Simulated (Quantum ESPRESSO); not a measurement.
# AlN (Fm-3m) in Quantum ESPRESSO: notebook

The runs below take AlN through band structure, with LDA, r2SCAN.

Everything below comes from runs of Quantum ESPRESSO 7.5. Logs are shortened: lines on timing, memory, paths and dates and some standing lists are left out, and cuts for length are marked.

## (1) Starting point

Symmetry: Fm-3m, No. 225, cubic system. Conventional cell: a = 4.069 Å, b = 4.069 Å, c = 4.069 Å, α = 90.00°, β = 90.00°, γ = 90.00°. Al (site symmetry m-3m) is surrounded by 6 N at 2.03 Å. N (site symmetry m-3m) has 6 Al at 2.03 Å as nearest neighbours.

Measurements of this composition are mostly on another form, of space group No. 186.

## (2) Band structure, LDA

File pw.in:

```
&CONTROL
  calculation = 'scf'
  prefix = 'pwscf'
  outdir = './tmp'
  pseudo_dir = './pseudo'
  tprnfor = .true.
  tstress = .true.
  disk_io = 'low'
/
&SYSTEM
  ibrav = 0
  nat = 2
  ntyp = 2
  ecutwfc = 45
  ecutrho = 360
  nbnd = 9
  occupations = 'smearing'
  smearing = 'fd'
  degauss = 0.00367493
/
&ELECTRONS
  conv_thr = 4d-10
  electron_maxstep = 120
  mixing_beta = 0.5
/
ATOMIC_SPECIES
Al    26.9815 al_lda_v1.uspp.F.UPF
N     14.0070 n_lda_v1.2.uspp.F.UPF
CELL_PARAMETERS angstrom
   0.0000000000    2.0345180000    2.0345180000
   2.0345180000    0.0000000000    2.0345180000
   2.0345180000    2.0345180000    0.0000000000
ATOMIC_POSITIONS crystal
Al     0.5000000000    0.5000000000    0.5000000000
N      0.0000000000    0.0000000000    0.0000000000
K_POINTS automatic
11 11 11 0 0 0
```

File bands.in:

```
&CONTROL
  calculation = 'bands'
  prefix = 'pwscf'
  outdir = './tmp'
  pseudo_dir = './pseudo'
  disk_io = 'low'
  verbosity = 'high'
/
&SYSTEM
  ibrav = 0
  nat = 2
  ntyp = 2
  ecutwfc = 45
  ecutrho = 360
  nbnd = 9
  occupations = 'smearing'
  smearing = 'fd'
  degauss = 0.00367493
/
&ELECTRONS
  conv_thr = 1d-08
  electron_maxstep = 120
  mixing_beta = 0.5
  diago_full_acc = .true.
  startingwfc = 'random'
/
ATOMIC_SPECIES
Al    26.9815 al_lda_v1.uspp.F.UPF
N     14.0070 n_lda_v1.2.uspp.F.UPF
CELL_PARAMETERS angstrom
   0.0000000000    2.0345180000    2.0345180000
   2.0345180000    0.0000000000    2.0345180000
   2.0345180000    2.0345180000    0.0000000000
ATOMIC_POSITIONS crystal
Al     0.5000000000    0.5000000000    0.5000000000
N      0.0000000000    0.0000000000    0.0000000000
K_POINTS crystal
60
 0.0000000000  0.0000000000  0.0000000000 1
 0.0625000000  0.0000000000  0.0625000000 1
 0.1250000000  0.0000000000  0.1250000000 1
 0.1875000000  0.0000000000  0.1875000000 1
 0.2500000000  0.0000000000  0.2500000000 1
 0.3125000000  0.0000000000  0.3125000000 1
 0.3750000000  0.0000000000  0.3750000000 1
 0.4375000000  0.0000000000  0.4375000000 1
 0.5000000000  0.0000000000  0.5000000000 1
 0.5000000000  0.0625000000  0.5625000000 1
 0.5000000000  0.1250000000  0.6250000000 1
 0.5000000000  0.1875000000  0.6875000000 1
 0.5000000000  0.2500000000  0.7500000000 1
 0.4375000000  0.3125000000  0.7500000000 1
 0.3750000000  0.3750000000  0.7500000000 1
 0.3375000000  0.3375000000  0.6750000000 1
 0.3000000000  0.3000000000  0.6000000000 1
 0.2625000000  0.2625000000  0.5250000000 1
 0.2250000000  0.2250000000  0.4500000000 1
 0.1875000000  0.1875000000  0.3750000000 1
 0.1500000000  0.1500000000  0.3000000000 1
 0.1125000000  0.1125000000  0.2250000000 1
 0.0750000000  0.0750000000  0.1500000000 1
 0.0375000000  0.0375000000  0.0750000000 1
 0.0000000000  0.0000000000  0.0000000000 1
 0.0625000000  0.0625000000  0.0625000000 1
 0.1250000000  0.1250000000  0.1250000000 1
 0.1875000000  0.1875000000  0.1875000000 1
 0.2500000000  0.2500000000  0.2500000000 1
 0.3125000000  0.3125000000  0.3125000000 1
 0.3750000000  0.3750000000  0.3750000000 1
 0.4375000000  0.4375000000  0.4375000000 1
 0.5000000000  0.5000000000  0.5000000000 1
 0.5250000000  0.4500000000  0.5250000000 1
 0.5500000000  0.4000000000  0.5500000000 1
 0.5750000000  0.3500000000  0.5750000000 1
 0.6000000000  0.3000000000  0.6000000000 1
 0.6250000000  0.2500000000  0.6250000000 1
 0.5833333333  0.2500000000  0.6666666667 1
 0.5416666667  0.2500000000  0.7083333333 1
 0.5000000000  0.2500000000  0.7500000000 1
 0.5000000000  0.2857142857  0.7142857143 1
 0.5000000000  0.3214285714  0.6785714286 1
 0.5000000000  0.3571428571  0.6428571429 1
 0.5000000000  0.3928571429  0.6071428571 1
 0.5000000000  0.4285714286  0.5714285714 1
 0.5000000000  0.4642857143  0.5357142857 1
 0.5000000000  0.5000000000  0.5000000000 1
 0.4821428571  0.4821428571  0.5357142857 1
 0.4642857143  0.4642857143  0.5714285714 1
 0.4464285714  0.4464285714  0.6071428571 1
 0.4285714286  0.4285714286  0.6428571429 1
 0.4107142857  0.4107142857  0.6785714286 1
 0.3928571429  0.3928571429  0.7142857143 1
 0.3750000000  0.3750000000  0.7500000000 1
 0.6250000000  0.2500000000  0.6250000000 1
 0.5937500000  0.1875000000  0.5937500000 1
 0.5625000000  0.1250000000  0.5625000000 1
 0.5312500000  0.0625000000  0.5312500000 1
 0.5000000000  0.0000000000  0.5000000000 1
```

Potentials or basis: GBRV 1.5 LDA.

On the command line:

```
OMP_NUM_THREADS=1 mpirun -n 2 pw.x -nk 2 -in pw.in > pw.out
OMP_NUM_THREADS=1 mpirun -n 2 pw.x -nk 2 -in bands.in > bands.out
```

pw.out:

```text
This program is part of the open-source Quantum ESPRESSO suite
     for quantum simulation of materials; please cite
[... 13 lines left out ...]
     --------------------
     sticks:   dense  smooth     PW     G-vecs:    dense   smooth      PW
     Sum         745     367    121                13323     4645     893

     Using Slab Decomposition

     bravais-lattice index     =            0
     lattice parameter (alat)  =       5.4372  a.u.
     unit-cell volume          =     113.6609 (a.u.)^3
     number of atoms/cell      =            2
     number of atomic types    =            2
     number of electrons       =         8.00
     number of Kohn-Sham states=            9
     kinetic-energy cutoff     =      45.0000  Ry
     charge density cutoff     =     360.0000  Ry
     scf convergence threshold =      4.0E-10
     mixing beta               =       0.5000
     number of iterations used =            8  plain     mixing
     Exchange-correlation= SLA  PZ   NOGX NOGC
                           (   1   1   0   0   0   0   0)

     celldm(1)=   5.437201  celldm(2)=   0.000000  celldm(3)=   0.000000
     celldm(4)=   0.000000  celldm(5)=   0.000000  celldm(6)=   0.000000

     crystal axes: (cart. coord. in units of alat)
               a(1) = (   0.000000   0.707107   0.707107 )
               a(2) = (   0.707107   0.000000   0.707107 )
               a(3) = (   0.707107   0.707107   0.000000 )

     reciprocal axes: (cart. coord. in units 2 pi/alat)
               b(1) = ( -0.707107  0.707107  0.707107 )
               b(2) = (  0.707107 -0.707107  0.707107 )
               b(3) = (  0.707107  0.707107 -0.707107 )

     PseudoPot. # 1 for Al read from file:
     al_lda_v1.uspp.F.UPF
     Pseudo is Ultrasoft + core correction, Zval =  3.0
     Generated by new atomic code, or converted to UPF format
     Using radial grid of  893 points,  3 beta functions with:
                l(1) =   0
                l(2) =   1
                l(3) =   2
     Q(r) pseudized with  8 coefficients,  rinner =    0.900   0.900   0.900
                                                       0.900   0.900

     PseudoPot. # 2 for N  read from file:
     n_lda_v1.2.uspp.F.UPF
     Pseudo is Ultrasoft + core correction, Zval =  5.0
     Generated by new atomic code, or converted to UPF format
     Using radial grid of  729 points,  4 beta functions with:
                l(1) =   0
                l(2) =   0
                l(3) =   1
                l(4) =   1
     Q(r) pseudized with  8 coefficients,  rinner =    0.900   0.900   0.900

     atomic species   valence    mass     pseudopotential
     Al                3.00    26.98150     Al( 1.00)
     N                 5.00    14.00700     N ( 1.00)

     48 Sym. Ops., with inversion, found

   Cartesian axes

     site n.     atom                  positions (alat units)
         1        Al     tau(   1) = (   0.7071068   0.7071068   0.7071068  )
         2        N      tau(   2) = (   0.0000000   0.0000000   0.0000000  )

     number of k points=    56  Fermi-Dirac smearing, width (Ry)=  0.0037
                       cart. coord. in units 2pi/alat
        k(    1) = (   0.0000000   0.0000000   0.0000000), wk =   0.0015026
        k(    2) = (   0.0642824   0.0642824  -0.0642824), wk =   0.0120210
        k(    3) = (   0.1285649   0.1285649  -0.1285649), wk =   0.0120210
        k(    4) = (   0.1928473   0.1928473  -0.1928473), wk =   0.0120210
        k(    5) = (   0.2571297   0.2571297  -0.2571297), wk =   0.0120210
        k(    6) = (   0.3214122   0.3214122  -0.3214122), wk =   0.0120210
[... 48 lines left out ...]
        k(   55) = (  -0.0642824  -0.4499770   0.7071068), wk =   0.0360631
        k(   56) = (   0.0000000  -0.3856946   0.6428243), wk =   0.0360631

     Dense  grid:    13323 G-vectors     FFT dimensions: (  36,  36,  36)

     Smooth grid:     4645 G-vectors     FFT dimensions: (  24,  24,  24)

     Initial potential from superposition of free atoms

     starting charge       7.9978, renormalised to       8.0000
     Starting wfcs are    8 randomized atomic wfcs +    1 random wfcs

     Self-consistent Calculation

     iteration #  1     ecut=    45.00 Ry     beta= 0.50
     Davidson diagonalization with overlap
     ethr =  1.00E-02,  avg # of iterations =  4.9

     total energy              =     -26.88114323 Ry
     estimated scf accuracy    <       0.43148491 Ry

     iteration #  2     ecut=    45.00 Ry     beta= 0.50
     Davidson diagonalization with overlap
     ethr =  5.39E-03,  avg # of iterations =  1.8

     total energy              =     -26.99953397 Ry
     estimated scf accuracy    <       0.04582540 Ry

     iteration #  3     ecut=    45.00 Ry     beta= 0.50
     Davidson diagonalization with overlap
     ethr =  5.73E-04,  avg # of iterations =  1.4
[... 22 lines left out ...]
     total energy              =     -27.00651998 Ry
     estimated scf accuracy    <       0.00000019 Ry

     iteration #  7     ecut=    45.00 Ry     beta= 0.50
     Davidson diagonalization with overlap
     ethr =  2.38E-09,  avg # of iterations =  2.0

     total energy              =     -27.00652001 Ry
     estimated scf accuracy    <          3.4E-09 Ry

     iteration #  8     ecut=    45.00 Ry     beta= 0.50
     Davidson diagonalization with overlap
     ethr =  4.19E-11,  avg # of iterations =  2.0

     End of self-consistent calculation

          k = 0.0000 0.0000 0.0000 (   561 PWs)   bands (ev):

    -6.6484  10.6209  10.6209  10.6209  16.0923  22.6032  22.6032  22.6032
    27.7597

          k = 0.0643 0.0643-0.0643 (   573 PWs)   bands (ev):

    -6.4796   9.7748  10.5257  10.5257  16.6211  21.8185  22.8415  22.8415
    26.4291

          k = 0.1286 0.1286-0.1286 (   573 PWs)   bands (ev):

    -5.9852   7.9233  10.2864  10.2864  17.3155  21.1417  23.0211  23.0211
    25.7092

          k = 0.1928 0.1928-0.1928 (   577 PWs)   bands (ev):

    -5.2095   5.8182  10.0030  10.0030  17.2495  21.6787  22.3632  22.3632
    26.7992
[... 83 lines left out ...]
    -3.0058   3.0256   7.5158   9.0909  17.7338  19.7205  22.5546  22.8447
    27.6466

          k =-0.1286-0.3857 0.3857 (   582 PWs)   bands (ev):

    -3.2913   3.4740   7.3064   9.3821  18.1783  19.8442  22.3031  22.5714
    28.7786

          k =-0.0643-0.3214 0.3214 (   583 PWs)   bands (ev):

    -4.1040   4.8008   7.4505   9.7656  18.7561  20.3190  21.3878  22.3958
    26.5537

          k = 0.0000-0.2571 0.2571 (   580 PWs)   bands (ev):

    -4.9555   6.2059   8.1601  10.1304  18.8434  20.3689  21.3426  22.7857
    24.9223

          k = 0.3857 0.0000-0.0000 (   576 PWs)   bands (ev):

    -4.7430   6.4528   8.8290   8.8290  17.5958  17.6740  21.6494  25.3927
    25.3927

          k = 0.4500 0.0643-0.0643 (   581 PWs)   bands (ev):

    -4.0549   5.4117   8.2087   8.5503  16.9297  17.6386  22.0131  25.4171
    26.0691

          k = 0.5143 0.1286-0.1286 (   578 PWs)   bands (ev):

    -3.2682   4.3753   7.1870   8.4660  16.6177  18.7117  22.1564  24.7522
    26.5780
[... 23 lines left out ...]
    -2.8801   4.0537   7.5072   8.0816  15.6353  16.7951  23.4270  26.2877
    26.7518

          k =-0.0643-0.5785 0.5785 (   579 PWs)   bands (ev):

    -2.4074   3.8378   6.2001   8.1671  15.7953  18.2610  23.3901  25.4776
    26.5716

          k =-0.0000-0.5143 0.5143 (   584 PWs)   bands (ev):

    -2.3550   4.3230   4.9730   8.4591  16.3629  20.0480  22.8981  24.4547
    26.3274

          k = 0.6428-0.0000 0.0000 (   584 PWs)   bands (ev):

    -2.4887   3.4987   7.8879   7.8879  14.9596  15.9801  24.1021  27.0595
    27.0595

          k =-0.0000-0.6428 0.6428 (   586 PWs)   bands (ev):

    -2.2997   3.4179   7.2578   7.9180  15.1612  16.5194  24.0884  26.6558
    26.9519

          k = 0.2571 0.1286 0.0000 (   573 PWs)   bands (ev):

    -5.5580   7.4413   9.1545  10.0319  18.3173  19.8020  21.7664  23.9739
    24.2567

          k = 0.3214 0.1928-0.0643 (   580 PWs)   bands (ev):

    -4.8095   5.8681   8.4749   9.7514  18.5099  20.3196  20.6820  23.3482
    25.4869

          k = 0.3857 0.2571-0.1286 (   580 PWs)   bands (ev):

    -3.9161   4.1956   8.1148   9.4059  18.2396  19.8686  21.7088  22.7280
    26.9483

          k =-0.2571-0.3857 0.5143 (   580 PWs)   bands (ev):

    -3.1982   3.0324   7.9687   9.1753  18.0961  19.4302  22.2724  22.9015
    28.1103
[... 13 lines left out ...]
    -3.0040   3.7758   6.8910   8.5227  17.7834  19.7285  21.6924  23.6251
    27.2086

          k =-0.1286-0.3857 0.5143 (   575 PWs)   bands (ev):

    -2.7632   3.4801   6.5211   8.6261  18.0876  19.6760  22.4116  23.1250
    27.8719

          k =-0.0643-0.3214 0.4500 (   575 PWs)   bands (ev):

    -3.2404   4.1583   6.5071   8.9690  18.7344  19.6583  21.4435  23.2280
    27.7194

          k = 0.0000-0.2571 0.3857 (   580 PWs)   bands (ev):

    -4.0473   5.1445   7.1423   9.4131  19.6023  19.6776  20.1298  23.3495
    26.2806

          k = 0.5143 0.1286 0.0000 (   582 PWs)   bands (ev):

    -3.3782   4.6626   7.6088   8.1232  16.6700  17.5057  22.4223  25.4532
    26.6345

          k =-0.1286-0.5143 0.6428 (   583 PWs)   bands (ev):

    -2.7192   4.1279   6.5540   7.8905  16.7394  18.6164  22.4152  24.7675
    27.1125

          k =-0.0643-0.4500 0.5785 (   581 PWs)   bands (ev):

    -2.3997   4.1415   5.4577   8.0368  17.0812  20.0883  22.3345  23.7993
    27.1944

          k = 0.0000-0.3857 0.5143 (   580 PWs)   bands (ev):

    -2.6333   4.4363   5.1884   8.4401  17.7704  20.7145  21.6838  23.4217
    27.7602

          k =-0.0643-0.5785 0.7071 (   585 PWs)   bands (ev):

    -2.4299   3.6864   7.2479   7.5495  15.7733  17.0017  23.6806  25.7620
    27.2722

          k =-0.0000-0.5143 0.6428 (   586 PWs)   bands (ev):

    -2.2476   3.8740   6.1028   7.6141  16.3341  18.4077  23.3641  24.6001
    27.3389

          k =-0.1928-0.4500 0.7071 (   577 PWs)   bands (ev):

    -3.0347   4.4617   6.3740   8.1529  18.2516  19.6240  20.7618  24.1310
    27.3997

          k =-0.1286-0.3857 0.6428 (   579 PWs)   bands (ev):

    -2.5104   4.1884   5.7348   7.7301  18.2988  20.0928  21.3663  23.4513
    28.2233

          k =-0.0643-0.4500 0.7071 (   578 PWs)   bands (ev):

    -2.3054   4.2227   5.9691   7.0677  17.5360  19.2992  22.2006  23.7431
    28.0158

          k = 0.0000-0.3857 0.6428 (   587 PWs)   bands (ev):

    -2.2272   4.7552   5.0428   7.0872  18.0726  20.5289  21.7145  22.7368
    28.5356

     the Fermi energy is    13.3418 ev

!    total energy              =     -27.00652002 Ry
     estimated scf accuracy    <          4.4E-11 Ry
     smearing contrib. (-TS)   =      -0.00000000 Ry
     internal energy E=F+TS    =     -27.00652002 Ry

     The total energy is F=E-TS. E is the sum of the following terms:
     one-electron contribution =       2.87400340 Ry
     hartree contribution      =       4.50371275 Ry
     xc contribution           =      -9.85980136 Ry
     ewald contribution        =     -24.52443480 Ry

     convergence has been achieved in   8 iterations

     Forces acting on atoms (cartesian axes, Ry/au):

     atom    1 type  1   force =     0.00000000    0.00000000    0.00000000
     atom    2 type  2   force =    -0.00000000   -0.00000000   -0.00000000

     Total force =     0.000000     Total SCF correction =     0.000000

     Computing stress (Cartesian axis) and pressure

          total   stress  (Ry/bohr**3)                   (kbar)     P=      -97.38
  -0.00066196  -0.00000000  -0.00000000          -97.38       -0.00       -0.00
   0.00000000  -0.00066196   0.00000000            0.00      -97.38        0.00
  -0.00000000  -0.00000000  -0.00066196           -0.00       -0.00      -97.38

=------------------------------------------------------------------------------=
   JOB DONE.
=------------------------------------------------------------------------------=
```

Wall time 6.3 s (2 MPI ranks of Intel Xeon 6975P-C (Granite Rapids), shared host); peak memory 0.16 GiB.

Results:

| Quantity | Value |
| --- | --- |
| Free energy | -367.4424 eV |
| Pressure | -9.7 GPa |
| Band gap on the k mesh | 4.34 eV, indirect (least direct gap 5.47 eV) |
| Band gap along the path | 4.21 eV, indirect (least direct gap 5.47 eV) |

Levels at the corners of the path, in eV from the valence-band top:
| point | band 1 | band 2 | band 3 | band 4 | band 5 | band 6 | band 7 | band 8 | band 9 |
| --- | --- | --- | --- | --- | --- | --- | --- | --- | --- |
| Γ | -17.27 | 0.00 | 0.00 | 0.00 | 5.47 | 11.98 | 11.98 | 11.98 | 17.14 |
| X | -12.94 | -7.32 | -2.78 | -2.78 | 4.21 | 5.29 | 13.64 | 16.53 | 16.53 |
| W | -12.79 | -5.64 | -5.64 | -3.90 | 7.65 | 10.52 | 10.52 | 11.78 | 18.59 |
| K | -12.94 | -6.46 | -5.41 | -2.25 | 5.56 | 9.01 | 12.47 | 14.11 | 15.69 |
| Γ | -17.27 | 0.00 | 0.00 | 0.00 | 5.47 | 11.98 | 11.98 | 11.98 | 17.14 |
| L | -14.00 | -8.23 | -1.00 | -1.00 | 6.00 | 10.58 | 10.58 | 12.70 | 15.52 |
| U | -12.94 | -6.46 | -5.41 | -2.25 | 5.56 | 9.01 | 12.47 | 14.11 | 15.69 |
| W | -12.79 | -5.64 | -5.64 | -3.90 | 7.65 | 10.52 | 10.52 | 11.78 | 18.59 |
| L | -14.00 | -8.23 | -1.00 | -1.00 | 6.00 | 10.58 | 10.58 | 12.70 | 15.52 |
| K | -12.94 | -6.46 | -5.41 | -2.25 | 5.56 | 9.01 | 12.47 | 14.11 | 15.69 |
| U | -12.94 | -6.46 | -5.41 | -2.25 | 5.56 | 9.01 | 12.47 | 14.11 | 15.69 |
| X | -12.94 | -7.32 | -2.78 | -2.78 | 4.21 | 5.29 | 13.64 | 16.53 | 16.53 |

Caveat: the mesh misses the band edges, which the band path finds closer together. LDA gaps usually lie below the measured ones, often by a third to a half.

## (3) Band structure, r2SCAN

pw.in: that of step 2 with these lines changed.

```diff
@@ -13,5 +13,5 @@
   ntyp = 2
-  ecutwfc = 45
-  ecutrho = 360
-  nbnd = 9
+  ecutwfc = 88
+  nbnd = 14
+  input_dft = 'r2scan'
   occupations = 'smearing'
@@ -19,5 +19,6 @@
   degauss = 0.00367493
+  nosym = .true.
 /
 &ELECTRONS
-  conv_thr = 4d-10
+  conv_thr = 1d-08
   electron_maxstep = 120
@@ -26,4 +27,4 @@
 ATOMIC_SPECIES
-Al    26.9815 al_lda_v1.uspp.F.UPF
-N     14.0070 n_lda_v1.2.uspp.F.UPF
+Al    26.9815 Al_ONCV_PBE-1.2.upf
+N     14.0070 N_ONCV_PBE-1.2.upf
 CELL_PARAMETERS angstrom
@@ -36,2 +37,2 @@
 K_POINTS automatic
-11 11 11 0 0 0
+8 8 8 0 0 0
```

bands.in: that of step 2 with these lines changed.

```diff
@@ -12,5 +12,5 @@
   ntyp = 2
-  ecutwfc = 45
-  ecutrho = 360
-  nbnd = 9
+  ecutwfc = 88
+  nbnd = 14
+  input_dft = 'r2scan'
   occupations = 'smearing'
@@ -18,2 +18,3 @@
   degauss = 0.00367493
+  nosym = .true.
 /
@@ -27,4 +28,4 @@
 ATOMIC_SPECIES
-Al    26.9815 al_lda_v1.uspp.F.UPF
-N     14.0070 n_lda_v1.2.uspp.F.UPF
+Al    26.9815 Al_ONCV_PBE-1.2.upf
+N     14.0070 N_ONCV_PBE-1.2.upf
 CELL_PARAMETERS angstrom
```

Potentials or basis: SG15 PBE 1.2.

On the command line:

```
OMP_NUM_THREADS=1 mpirun -n 2 pw.x -nk 2 -in pw.in > pw.out
OMP_NUM_THREADS=1 mpirun -n 2 pw.x -nk 2 -in bands.in > bands.out
```

Wall time 97 s (2 MPI ranks of Intel Xeon 6975P-C (Granite Rapids), shared host); peak memory 0.2 GiB.

The run converged. Its results:

```yaml
Free_energy: -2157.8568 eV
Pressure: -5.3 GPa
Band_gap_on_the_k_mesh: 5.26 eV, indirect (least direct gap 6.02 eV)
Band_gap_along_the_path: 5.26 eV, indirect (least direct gap 6.02 eV)
```

Levels at the corners of the path, in eV from the valence-band top:
```tsv
point	band 5	band 6	band 7	band 8	band 9	band 10	band 11	band 12
Γ	-18.34	0.00	0.00	0.00	6.02	12.93	12.93	12.93
X	-14.28	-7.40	-2.83	-2.83	5.26	6.03	15.17	18.59
W	-14.13	-5.71	-5.71	-3.91	8.85	11.57	11.57	13.24
K	-14.26	-6.53	-5.46	-2.33	6.58	10.04	13.80	15.88
Γ	-18.34	0.00	0.00	0.00	6.02	12.93	12.93	12.93
L	-15.19	-8.35	-1.12	-1.12	6.74	11.97	11.97	14.31
U	-14.26	-6.53	-5.46	-2.33	6.58	10.04	13.80	15.88
W	-14.13	-5.71	-5.71	-3.91	8.85	11.57	11.57	13.24
L	-15.19	-8.35	-1.12	-1.12	6.74	11.97	11.97	14.31
K	-14.26	-6.53	-5.46	-2.33	6.58	10.04	13.80	15.88
U	-14.26	-6.53	-5.46	-2.33	6.58	10.04	13.80	15.88
X	-14.28	-7.40	-2.83	-2.83	5.26	6.03	15.17	18.59
```

Caveat: the potentials were made for another functional, which shifts forces and pressure. r2SCAN opens gaps a little over a GGA but as a rule still falls short of measured ones.
